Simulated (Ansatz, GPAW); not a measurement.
# Geometry or basis: what sets the conductance of a Rh chain with two B atoms in line, part 2 of 2

How well does a Rh chain with two B atoms in line conduct once its atoms have relaxed, and how much do cheaper levels lose?

GPAW 26.7.0 and Ansatz 0.2.0; Ansatz plane waves; relaxation of the junction with the lead ends held; PAW set soft_1 (the session's first sound run).

So far, transmission at the Fermi level (one spin): step 3 (plane-wave reference (PBE)) 0.998.

### Step 4. GPAW, dzp

Localised orbitals split the wire into layers that couple to their neighbours alone, which is what the Green's function method needs; double zeta with polarisation is the usual level for numbers.

This step: GPAW LCAO, PAW setups; Landauer transmission from Green's functions with principal layers (ASE), zero bias (GPAW 26.7.0).

run.py reads:

```python
import json
import numpy as np
from ase import Atoms
from ase.transport.calculators import TransportCalculator
from gpaw import GPAW, FermiDirac
from gpaw.lcao.tools import get_lcao_hamiltonian
from scipy.linalg import eigh

# The junction with lead layers at both ends, along the third cell vector
device = Atoms(
    ['Rh', 'Rh', 'Rh', 'Rh', 'Rh', 'Rh', 'Rh', 'Rh', 'B', 'B', 'Rh', 'Rh', 'Rh', 'Rh', 'Rh', 'Rh', 'Rh', 'Rh'],
    positions=[
        [4.50000, 4.50000, 1.15000],
        [4.50000, 4.50000, 3.45000],
        [4.50000, 4.50000, 5.75000],
        [4.50000, 4.50000, 8.05000],
        [4.50000, 4.50000, 10.35000],
        [4.50000, 4.50000, 12.65000],
        [4.40344, 4.22607, 14.93034],
        [4.75920, 5.22710, 17.37737],
        [4.53954, 4.61445, 19.06673],
        [4.45909, 4.38782, 20.81498],
        [4.23823, 3.76874, 22.50289],
        [4.60794, 4.78172, 24.92741],
        [4.50000, 4.50000, 27.20680],
        [4.50000, 4.50000, 29.50680],
        [4.50000, 4.50000, 31.80680],
        [4.50000, 4.50000, 34.10680],
        [4.50000, 4.50000, 36.40680],
        [4.50000, 4.50000, 38.70680]],
    cell=[[9.0, 0.0, 0.0], [0.0, 9.0, 0.0], [0.0, 0.0, 39.8568]],
    pbc=True)

# One principal layer of the lead: the first 5 atoms of the device
lead = Atoms(
    ['Rh', 'Rh', 'Rh', 'Rh', 'Rh'],
    positions=[
        [4.50000, 4.50000, 1.15000],
        [4.50000, 4.50000, 3.45000],
        [4.50000, 4.50000, 5.75000],
        [4.50000, 4.50000, 8.05000],
        [4.50000, 4.50000, 10.35000]],
    cell=[[9.0, 0.0, 0.0], [0.0, 9.0, 0.0], [0.0, 0.0, 11.5]],
    pbc=True)

settings = dict(mode='lcao', basis='dzp', xc='PBE', h=0.2,
                occupations=FermiDirac(0.1), maxiter=250,
                mixer=dict(beta=0.1, nmaxold=8, weight=100.0),
                convergence=dict(density=0.0001))
energies = np.arange(-2, 2 + 1e-9, 0.025)
eta = 0.0001
n1, n2 = 1, 1
# k and -k transmit alike, so half of the mesh across the current serves
mesh = [(i, j) for i in range(n1) for j in range(n2) if (i, j) <= (-i % n1, -j % n2)]
weights = np.array([1 if (i, j) == (-i % n1, -j % n2) else 2 for i, j in mesh]) / (n1 * n2)

# [... helper functions left out ...]
fermi_lead = ground_state(lead, (1, 1, 10), 'lead.txt')
fermi_device = ground_state(device, (1, 1, 2), 'device.txt')
# [... loop over the mesh left out, but for ...]
        # Shift the lead onto the potential of the device's first layer
        shift = ((H[:, 0, 0] - H0[:, 0, 0]) / S0[0, 0]).real.mean()
# [...]
kT = 8.617333e-5 * 300
bias = [0.1, 0.2, 0.5, 1.0, 1.5, 2.0]
# [... integrals and printing left out ...]
```

The run is started by

```
OMP_NUM_THREADS=1 OPENBLAS_NUM_THREADS=1 python run.py
```

Elapsed: 6.5 min, on 1 thread of Intel Xeon Platinum 8488C (Sapphire Rapids), shared host; peak memory 1.6 GiB.

Numbers from this step:

* conductance: 1.020 G₀
* largest coupling past the next principal layer: 2.07e-4 eV
* largest misfit of the first principal layer: 0.1330 eV
* shift that aligns the lead: 8.81e-4 eV
* basis functions of the junction: 458
* basis functions of a principal layer: 135
* transmission at the Fermi level (one spin): 1.009

One spin. Transmission, zone mean against energy, zero at the Fermi level:

```tsv
energy (eV)	transmission, zone mean
-2.000	1.20
-1.975	1.38
-1.800	0.396
-1.600	0.216
-1.400	0.171
-1.200	0.180
-1.000	0.234
-0.800	0.279
-0.600	0.327
-0.400	1.02
-0.200	1.14
-0.150	1.15
0.000	1.01
0.200	0.970
0.400	0.927
0.600	0.916
0.800	0.956
0.975	1.04
1.000	1.04
1.200	0.0360
1.400	0.159
1.600	0.196
1.800	0.210
2.000	0.222
```

Not self-consistent under bias; the bias window is split evenly. The current through one cell, from the zero-bias transmission by bias:

```tsv
bias (V)	current through one cell, from the zero-bias transmission (μA)
0.100	7.94
0.200	16.0
0.500	40.4
1.000	77.1
1.500	102
2.000	126
```

Transmission of the three most open eigenchannels against energy, zero at the Fermi level:

```tsv
energy (eV)	channel 1	channel 2	channel 3
-2.000	0.736	0.459	0.00189
-1.900	0.517	0.344	0.00233
-1.800	0.265	0.129	0.00294
-1.700	0.212	0.0556	0.00377
-1.600	0.177	0.0333	0.00496
-1.500	0.155	0.0244	0.00669
-1.400	0.141	0.0207	0.00935
-1.300	0.133	0.0201	0.0137
-1.200	0.133	0.0238	0.0223
-1.100	0.129	0.0657	0.0396
-1.000	0.136	0.0683	0.0298
-0.900	0.130	0.0863	0.0337
-0.800	0.169	0.0699	0.0397
-0.700	0.218	0.0427	0.0323
-0.600	0.297	0.0198	0.00989
-0.500	0.568	0.0170	0.00230
-0.400	0.972	0.0407	0.00335
-0.300	0.994	0.0702	0.0142
-0.200	0.956	0.0975	0.0814
-0.100	0.933	0.124	0.0689
0.000	0.964	0.0262	0.0184
0.100	0.959	0.0217	0.0138
0.200	0.937	0.0186	0.0142
0.300	0.914	0.0160	0.0155
0.400	0.896	0.0176	0.0138
0.500	0.884	0.0205	0.0119
0.600	0.881	0.0246	0.0104
0.700	0.888	0.0303	0.00902
0.800	0.911	0.0378	0.00719
0.900	0.960	0.0450	0.00196
1.000	0.995	0.0416	0.00107
1.100	0.208	5.5e-8	1.2e-8
1.200	0.0360	4.4e-8	4.9e-9
1.300	0.119	4.8e-8	1.1e-11
1.400	0.159	4.9e-8	0
1.500	0.184	4.9e-8	0
1.600	0.196	4.9e-8	0
1.700	0.204	4.9e-8	0
1.800	0.210	4.9e-8	0
1.900	0.216	4.9e-8	0
2.000	0.222	4.8e-8	0
```

At the Fermi level T is 1.01 against 0.998 in plane waves. Couplings past the next layer reach 2.1e-4 eV, small enough to drop; the matrix elements of the cell's first layer differ from the bulk lead's by up to 0.13 eV. That layer keeps its own values in the calculation, and only beyond it is the lead taken as perfect. The Fermi levels of lead and junction count from different zeros of potential, one for each periodic cell; with both set to zero, the small remaining shift is what aligns them. By hand: G = 1.020 × 77.48 μS = 79.0 μS, a resistance of 12.7 kΩ; at 0.1 V a linear junction would pass 7.90 μA, and the integral over the bias window gives 7.94 μA.

### Step 5. Single-zeta polarised basis

One radial function a shell plus polarisation makes the matrices smaller; the question is what that costs.

Edit run.py of step 4 so:

```diff
@@ -45,3 +45,3 @@
 
-settings = dict(mode='lcao', basis='dzp', xc='PBE', h=0.2,
+settings = dict(mode='lcao', basis='szp(dzp)', xc='PBE', h=0.2,
                 occupations=FermiDirac(0.1), maxiter=250,
```

It took 3.7 min on 1 thread; peak memory 1.5 GiB.

This step gave:

| Quantity | Value |
| --- | --- |
| conductance | 1.055 G₀ |
| largest coupling past the next principal layer | 2.08e-4 eV |
| largest misfit of the first principal layer | 0.1420 eV |
| shift that aligns the lead | 0.001383 eV |
| basis functions of the junction | 258 |
| basis functions of a principal layer | 75 |
| transmission at the Fermi level (one spin) | 1.035 |

One spin. Transmission, zone mean against energy, zero at the Fermi level:

energy (eV), transmission, zone mean and a bar from the least value:
```
   -2.000       0.98 #######################
   -1.800       0.24 ###
   -1.600       0.16 #
   -1.400       0.14 
   -1.200       0.15 #
   -1.000       0.21 ##
   -0.800       0.28 ####
   -0.600       0.33 ######
   -0.400       1.04 #########################
   -0.200       1.19 #############################
   -0.150       1.21 ##############################
    0.000       1.04 #########################
    0.200       0.99 ########################
    0.400       0.95 #######################
    0.600       0.95 #######################
    0.800       1.03 #########################
    0.900       1.07 ##########################
    1.000       0.59 #############
    1.200       0.13 
    1.400       0.19 ##
    1.600       0.20 ##
    1.800       0.21 ##
    2.000       0.22 ##
```

The conductance, 1.06 G₀, lies 3.5 % above that of the dzp run.

### Step 6. GPAW, sz: basis = "sz(dzp)"

The minimal basis is the cheapest rung: no second zeta and no polarisation.

Edit run.py of step 5 so:

```diff
@@ -45,3 +45,3 @@
 
-settings = dict(mode='lcao', basis='szp(dzp)', xc='PBE', h=0.2,
+settings = dict(mode='lcao', basis='sz(dzp)', xc='PBE', h=0.2,
                 occupations=FermiDirac(0.1), maxiter=250,
```

The job ended after 3.3 min (1 thread; peak memory 1.4 GiB).

This step gave:

```
conductance                                    : 1.052 G₀
largest coupling past the next principal layer : 2.07e-4 eV
largest misfit of the first principal layer    : 0.07170 eV
shift that aligns the lead                     : 0.001109 eV
basis functions of the junction                : 200
basis functions of a principal layer           : 60
transmission at the Fermi level (one spin)     : 1.031
```

One spin. The transmission, zone mean by energy, zero at the Fermi level:

```tsv
energy (eV)	transmission, zone mean
-2.000	0.816
-1.800	0.254
-1.600	0.174
-1.400	0.154
-1.200	0.178
-1.000	0.264
-0.800	0.317
-0.600	0.373
-0.400	1.05
-0.200	1.19
-0.150	1.21
0.000	1.03
0.200	0.988
0.400	0.943
0.600	0.929
0.800	0.990
0.925	1.06
1.000	0.872
1.200	0.0995
1.400	0.177
1.600	0.196
1.800	0.206
2.000	0.220
```

The conductance, 1.05 G₀, lies 3.2 % above that of the dzp run.

### Step 7. revPBE in the dzp basis: xc = "revPBE"

Back in the dzp basis, the functional changes from PBE to revPBE, to set the spread between functionals beside that between bases.

Edit run.py of step 6 so:

```diff
@@ -45,3 +45,3 @@
 
-settings = dict(mode='lcao', basis='sz(dzp)', xc='PBE', h=0.2,
+settings = dict(mode='lcao', basis='dzp', xc='revPBE', h=0.2,
                 occupations=FermiDirac(0.1), maxiter=250,
```

The job ended after 6.2 min (1 thread; peak memory 1.6 GiB).

Numbers from this step:

- conductance: 1.028 G₀
- largest coupling past the next principal layer: 2.04e-4 eV
- largest misfit of the first principal layer: 0.1363 eV
- shift that aligns the lead: 0.001172 eV
- basis functions of the junction: 458
- basis functions of a principal layer: 135
- transmission at the Fermi level (one spin): 1.019

One spin. The transmission, zone mean by energy, zero at the Fermi level:

```tsv
energy (eV)	transmission, zone mean
-2.000	1.25
-1.975	1.40
-1.800	0.375
-1.600	0.208
-1.400	0.166
-1.200	0.169
-1.000	0.223
-0.800	0.279
-0.600	0.329
-0.400	1.03
-0.200	1.15
-0.175	1.16
0.000	1.02
0.200	0.978
0.400	0.931
0.600	0.916
0.800	0.952
0.975	1.04
1.000	1.03
1.200	0.0369
1.400	0.164
1.600	0.198
1.800	0.212
2.000	0.223
```

The conductance, 1.03 G₀, lies 0.8 % above that of the dzp run.

### Step 8. Without the relaxation: geometry = "as built"

The dzp basis with PBE on the structure as first built shows what the relaxation was worth.

Edit run.py of step 7 so:

```diff
@@ -18,8 +18,8 @@
         [4.50000, 4.50000, 12.65000],
-        [4.40344, 4.22607, 14.93034],
-        [4.75920, 5.22710, 17.37737],
-        [4.53954, 4.61445, 19.06673],
-        [4.45909, 4.38782, 20.81498],
-        [4.23823, 3.76874, 22.50289],
-        [4.60794, 4.78172, 24.92741],
+        [4.50000, 4.50000, 14.95000],
+        [4.50000, 4.50000, 17.25000],
+        [4.50000, 4.50000, 19.15340],
+        [4.50000, 4.50000, 20.70340],
+        [4.50000, 4.50000, 22.60680],
+        [4.50000, 4.50000, 24.90680],
         [4.50000, 4.50000, 27.20680],
@@ -45,3 +45,3 @@
 
-settings = dict(mode='lcao', basis='dzp', xc='revPBE', h=0.2,
+settings = dict(mode='lcao', basis='dzp', xc='PBE', h=0.2,
                 occupations=FermiDirac(0.1), maxiter=250,
```

Run time: 4.6 min. Hardware: 1 thread; peak memory 1.6 GiB.

Numbers from this step:

- conductance: 1.861 G₀
- largest coupling past the next principal layer: 2.07e-4 eV
- largest misfit of the first principal layer: 0.1975 eV
- shift that aligns the lead: -0.001953 eV
- transmission at the Fermi level (one spin): 1.865

One spin. Table of transmission, zone mean by energy, zero at the Fermi level:

```tsv
energy (eV)	transmission, zone mean
-2.000	0.652
-1.800	0.756
-1.600	0.833
-1.400	0.886
-1.200	0.966
-1.000	1.12
-0.800	1.34
-0.600	1.43
-0.400	1.58
-0.200	1.76
0.000	1.87
0.025	1.87
0.200	1.82
0.400	1.68
0.600	1.60
0.800	1.54
1.000	1.02
1.200	0.372
1.400	0.261
1.600	0.193
1.800	0.154
2.000	0.129
```

The conductance, 1.86 G₀, lies 82 % above that of the dzp run.

### Step 9. All levels side by side

Times are wall times on the hardware named with each run. The series side by side:

```tsv
no.	run	conductance (G₀)	time	memory (GiB)
1	pw PBE	0.9973	1.9 min	5.0
2	dzp	1.020	6.5 min	1.6
3	szp	1.055	3.7 min	1.5
4	sz	1.052	3.3 min	1.4
5	dzp revPBE	1.028	6.2 min	1.6
6	asbuilt	1.861	4.6 min	1.6
```

### Step 10. Comparison

The curves are compared point by point over the common energies.

This step: comparison of transmission and cost over codes, levels and geometry; PAW set soft_1 (GPAW 26.7.0).

Ladder, by row:

```tsv
step	code	T at the Fermi level (sum over the listed spins)	conductance (G0)	r.m.s. T(E) from the first	wall time (s)	peak memory (GiB)	threads
pw-pbe	Ansatz	0.9984	0.9973	0	112.6	4.98	4
dzp	GPAW	1.009	1.02	0.1451	387.5	1.57	1
szp	GPAW	1.035	1.055	0.2383	223	1.49	1
sz	GPAW	1.031	1.052	0.231	197.4	1.43	1
dzp-revPBE	GPAW	1.019	1.028	0.1513	369.6	1.56	1
asbuilt	GPAW	1.865	1.861	0.6636	276.6	1.57	1
```

Table of transmission, zone mean, sum over the listed spins by energy, zero at the Fermi level:

```tsv
energy (eV)	pw-pbe	dzp	szp	sz	dzp-revPBE	asbuilt
-2.000	0.940	1.20	0.979	0.816	1.25	0.652
-1.975	1.05	1.38	0.721	0.627	1.40	0.665
-1.925	1.40	1.13	0.448	0.426	1.03	0.691
-1.850	0.903	0.541	0.294	0.298	0.503	0.731
-1.800	0.576	0.396	0.244	0.254	0.375	0.756
-1.600	0.266	0.216	0.159	0.174	0.208	0.833
-1.400	0.207	0.171	0.137	0.154	0.166	0.886
-1.200	0.232	0.180	0.151	0.178	0.169	0.966
-1.000	0.225	0.234	0.214	0.264	0.223	1.12
-0.800	0.234	0.279	0.283	0.317	0.279	1.34
-0.600	0.297	0.327	0.332	0.373	0.329	1.43
-0.400	1.04	1.02	1.04	1.05	1.03	1.58
-0.325	1.09	1.07	1.05	1.05	1.07	1.65
-0.200	1.09	1.14	1.19	1.19	1.15	1.76
-0.150	1.09	1.15	1.21	1.21	1.16	1.80
0.000	0.998	1.01	1.04	1.03	1.02	1.87
0.200	0.963	0.970	0.993	0.988	0.978	1.82
0.400	0.919	0.927	0.951	0.943	0.931	1.68
0.600	0.905	0.916	0.950	0.929	0.916	1.60
0.800	0.930	0.956	1.03	0.990	0.952	1.54
1.000	1.02	1.04	0.588	0.872	1.03	1.02
1.075	1.05	0.654	0.00506	0.0158	0.618	0.490
1.200	0.0751	0.0360	0.129	0.0995	0.0369	0.372
1.400	0.142	0.159	0.190	0.177	0.164	0.261
1.600	0.204	0.196	0.203	0.196	0.198	0.193
1.800	0.224	0.210	0.208	0.206	0.212	0.154
2.000	0.235	0.222	0.216	0.220	0.223	0.129
```

### Step 11. A varied run

One more run, with changed settings.

This step: GPAW LCAO, PAW setups; Landauer transmission from Green's functions with principal layers (ASE), zero bias (GPAW 26.7.0).

Edit run.py of step 8 so:

```diff
@@ -18,8 +18,8 @@
         [4.50000, 4.50000, 12.65000],
-        [4.50000, 4.50000, 14.95000],
-        [4.50000, 4.50000, 17.25000],
-        [4.50000, 4.50000, 19.15340],
-        [4.50000, 4.50000, 20.70340],
-        [4.50000, 4.50000, 22.60680],
-        [4.50000, 4.50000, 24.90680],
+        [4.40344, 4.22607, 14.93034],
+        [4.75920, 5.22710, 17.37737],
+        [4.53954, 4.61445, 19.06673],
+        [4.45909, 4.38782, 20.81498],
+        [4.23823, 3.76874, 22.50289],
+        [4.60794, 4.78172, 24.92741],
         [4.50000, 4.50000, 27.20680],
@@ -33,12 +33,9 @@
 
-# One principal layer of the lead: the first 5 atoms of the device
+# One principal layer of the lead: the first 2 atoms of the device
 lead = Atoms(
-    ['Rh', 'Rh', 'Rh', 'Rh', 'Rh'],
+    ['Rh', 'Rh'],
     positions=[
         [4.50000, 4.50000, 1.15000],
-        [4.50000, 4.50000, 3.45000],
-        [4.50000, 4.50000, 5.75000],
-        [4.50000, 4.50000, 8.05000],
-        [4.50000, 4.50000, 10.35000]],
-    cell=[[9.0, 0.0, 0.0], [0.0, 9.0, 0.0], [0.0, 0.0, 11.5]],
+        [4.50000, 4.50000, 3.45000]],
+    cell=[[9.0, 0.0, 0.0], [0.0, 9.0, 0.0], [0.0, 0.0, 4.6]],
     pbc=True)
@@ -46,3 +43,3 @@
 settings = dict(mode='lcao', basis='dzp', xc='PBE', h=0.2,
-                occupations=FermiDirac(0.1), maxiter=250,
+                occupations=FermiDirac(0.1), maxiter=75,
                 mixer=dict(beta=0.1, nmaxold=8, weight=100.0),
```

Elapsed: 5.6 min, on 1 thread; peak memory 1.5 GiB.

The run finished. A setting was moved off its sound value on purpose, so it serves as a test and not as the result.

The fault put into the input: a principal layer shorter than the orbitals' reach (n_lead = 2 and period = 4.6).

Side by side:

```tsv
quantity	this run	sound run	difference
conductance (G₀)	1.0398	1.0199	0.0199
largest coupling past the next principal layer (eV)	0.29094	2.072e-4	0.291
largest misfit of the first principal layer (eV)	0.016291	0.13296	-0.117
shift that aligns the lead (eV)	1.476e-5	8.814e-4	-8.7e-4
basis functions of a principal layer	54	135	-81
transmission at the Fermi level (one spin)	1.0350	1.0086	0.0264
```

The two runs differ clearly in the largest coupling past the next principal layer: 0.291 eV against 2.1e-4 eV.

### Step 12. Results

| Property | Result |
| --- | --- |
| conductance | 1.02 G₀ |
| transmission at the Fermi level, mean of the spins | 1.01 |

In words: In the dzp basis the junction conducts 1.02 G₀ at 300 K, with T = 1.01 a spin at the Fermi level; the sz basis reaches that conductance within 10 %. Relaxation moved atoms by up to 0.78 Å and took the conductance from 1.86 to 1.02 G₀, as a ratio a larger change than the step from dzp to the minimal basis. Plane waves (PBE) give T = 0.998 there. At the Fermi level the three most open eigenchannels pass 0.96, 0.026 and 0.018. Measured against the first run (pw-pbe), the nearest curve is that of dzp (r.m.s. 0.15) and the farthest that of asbuilt (0.66). Over the compared runs wall time goes from 113 s (pw-pbe) to 388 s (dzp), on a shared host; the plane-wave run used 4 threads and the orbital runs 1. The leads kept an estimated spacing and the cell its length, so the junction may be under some tension or compression. The run had no spin polarisation, so a magnetic state, which chains and small molecules with open shells often have, wasn't tested. An evenly spaced straight chain is an idealisation: free chains tend to dimerise, zigzag or, where a band edge lies near the Fermi level, turn magnetic. The currents use the zero-bias T(E) throughout, which holds only while the bias is small against the distance to the nearest feature. The thermopower isn't quoted: it samples T(E) farther from the Fermi level than the conductance does, and the energy grid wasn't tested for it.

[Logs are printed without paths, hosts, clocks, repeated set-up lines and the standing remarks that a program may print on its own settings, such as how far it seeks lower states.]

[Hosts, paths, dates, database ids (printed as entryN), source tags and the programs' standing remarks are cut or masked in the printed files.]
